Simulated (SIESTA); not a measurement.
Input of a SIESTA 5.4.2 run:

Contents of run.py:

```python
from ase import Atoms
from ase.calculators.siesta import Siesta
from ase.units import Ry, GPa

atoms = Atoms(
    ['Co', 'Al'],
    cell=[
        [2.81940321, 0.0, 0.0],
        [0.0, 2.81940321, 0.0],
        [0.0, 0.0, 2.81940321],
    ],
    scaled_positions=[
        [0.5, 0.5, 0.5],
        [0.0, 0.0, 0.0],
    ],
    pbc=True,
)

fdf = {
    'SCFMustConverge': False,
    'DM.InitSpin': ['  1   0.000', '  2   0.000'],
    'OccupationFunction': 'FD',
    'ElectronicTemperature': '0.05 eV',
    'MaxSCFIterations': '120',
    'SCF.Mixer.Method': 'Pulay',
    'SCF.Mixer.Weight': '0.25',
    'SCF.Mixer.History': '8',
    'SCF.DM.Tolerance': '5.0e-05',
    'SCF.H.Tolerance': '1.0e-03 eV',
    'WriteForces': 'true',
    'Charge.Mulliken': 'end',
    'ProjectedDensityOfStates': ['EF -25.0 10.0 0.05 301 eV'],
    'PDOS.kgrid.MonkhorstPack': [' 14   0   0  0.0', '  0  14   0  0.0', '  0   0  14  0.0'],
    'PAO.Basis': ['Co.1 5', 'n=3 0 2', '  2.527 0.000', 'n=4 0 2', '  7.356 0.000', 'n=3 1 2', '  2.822 0.000', 'n=4 1 1', '  7.356', 'n=3 2 2', '  4.649 0.000'],
}
calc = Siesta(
    label="AlCo",
    command="siesta < PREFIX.fdf > PREFIX.out",
    pseudo_path="pseudos",
    pseudo_qualifier="",
    xc=('GGA', 'PBE'),
    basis_set="DZP",
    mesh_cutoff=800 * Ry,
    energy_shift=0.003 * Ry,
    kpts=[9, 9, 9],
    spin="collinear",
    fdf_arguments=fdf,
)
atoms.calc = calc

print(f"energy = {atoms.get_potential_energy():.6f} eV")
free = atoms.get_potential_energy(force_consistent=True)
print(f"free energy = {free:.6f} eV")
print("forces (eV/A):")
print(atoms.get_forces(apply_constraint=False).round(6))
print("stress (GPa, Voigt order, tension positive):", (atoms.get_stress() / GPa).round(4))
```

Potentials or basis: PseudoDojo 0.4 standard (PBE files), DZP (energy shift 0.003 Ry; two zetas on semicore shells).

Command:

```sh
$ python run.py
```

Task: Estimate the pressure.

Result: 5.9 GPa.

Task: Estimate the net moment.

Result: 0.00 μB per cell.

States per cell in windows of 1 eV (zero at the Fermi level; states under -8 eV left out):
```tsv
from (eV)	up	down	Co_d_up	Co_d_down	Al_p_up	Al_p_down	Al_d_up	Al_d_down
-8.0	0.17	0.17	0.01	0.01	0.01	0.01	0.03	0.03
-7.0	0.24	0.24	0.03	0.03	0.03	0.03	0.05	0.05
-6.0	0.33	0.33	0.09	0.09	0.08	0.08	0.06	0.06
-5.0	0.38	0.38	0.14	0.14	0.13	0.13	0.06	0.06
-4.0	0.79	0.79	0.46	0.46	0.19	0.19	0.09	0.09
-3.0	1.06	1.06	0.81	0.81	0.13	0.13	0.06	0.06
-2.0	2.08	2.08	1.88	1.88	0.06	0.06	0.10	0.10
-1.0	0.54	0.54	0.47	0.47	0.01	0.01	0.03	0.03
0.0	0.60	0.60	0.44	0.44	0.08	0.08	0.04	0.04
1.0	0.26	0.26	0.12	0.12	0.06	0.06	0.04	0.04
2.0	0.20	0.20	0.06	0.06	0.04	0.04	0.07	0.07
3.0	0.37	0.37	0.11	0.11	0.05	0.05	0.13	0.13
4.0	0.37	0.37	0.10	0.10	0.07	0.07	0.10	0.10
5.0	0.32	0.32	0.06	0.06	0.09	0.09	0.09	0.09
6.0	0.46	0.46	0.07	0.07	0.17	0.17	0.13	0.13
7.0	0.36	0.36	0.04	0.04	0.15	0.15	0.11	0.11
```

Caveat: short orbitals over semicore shells can move pressures by several GPa; the basis of atomic orbitals isn't converged, which shifts pressures, moduli and gaps.
